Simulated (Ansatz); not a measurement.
The elements of this relaxed trial crystal are hidden behind letters.

```
lattice vectors (Å)
   4.3342    0.0000    0.0000
   0.0000    4.3342    0.0000
   0.0000    0.0000   18.4648
fractional positions
X 0.5000 0.5000 0.5000
Z 0.0000 0.0000 0.0000
Z 0.5000 0.5000 0.1663
Z 0.0000 0.0000 0.3341
Z 0.0000 0.0000 0.6659
Z 0.5000 0.5000 0.8337
Q 0.0000 0.0000 0.1692
Q 0.5000 0.5000 0.3376
Q 0.0000 0.0000 0.5000
Q 0.5000 0.5000 0.6624
Q 0.0000 0.0000 0.8308
Q 0.5000 0.5000 0.0000
```

Theory: DFT PBE, scalar-relativistic, plane waves, PAW (Ansatz 0.2.0). Plane waves to 420 eV, a 10×10×2 mesh through Γ for the 12-atom cell and 0.10 eV Gaussian smearing; no spin polarisation.

- Space group: P4/mmm (No. 123)
- Conventional cell: a = 4.334 Å, c = 18.465 Å
- Volume per atom: 28.91 Å³
- Density: 9.00 g/cm³
- Formation energy: −0.07 eV/atom
- Gap on the 10×10×2 mesh of the 12-atom cell: 0 eV (a metal)

Energies are uncorrected and count from the elements' standard states at the same level.

Problem. X is a d-block element of period 5, Z is a d-block element of period 6 and Q is a p-block element of period 5. Which elements are they?

Solution. X = Cd, Z = Hg, Q = Te, so the formula is CdHg5Te6. Density times volume gives a mean mass of 9.00 × 28.91/1.6605 = 156.7 u per atom, and this set has 156.7 u. Cd has 6 Te at 3.00–3.06 Å; Hg on a site of symmetry 4/mmm has 6 Te at 3.06–3.12 Å; around Te on a site of symmetry 4mm lie 6 Hg at 3.04–3.12 Å; 5 more sites not described. Other sets within the hints have nearly the same mass, so mass alone doesn't settle it; this one was computed.

These runs have no spin–orbit coupling, which can matter for Hg and Te. Symmetry constrained the relaxation, so the result can be a saddle point.
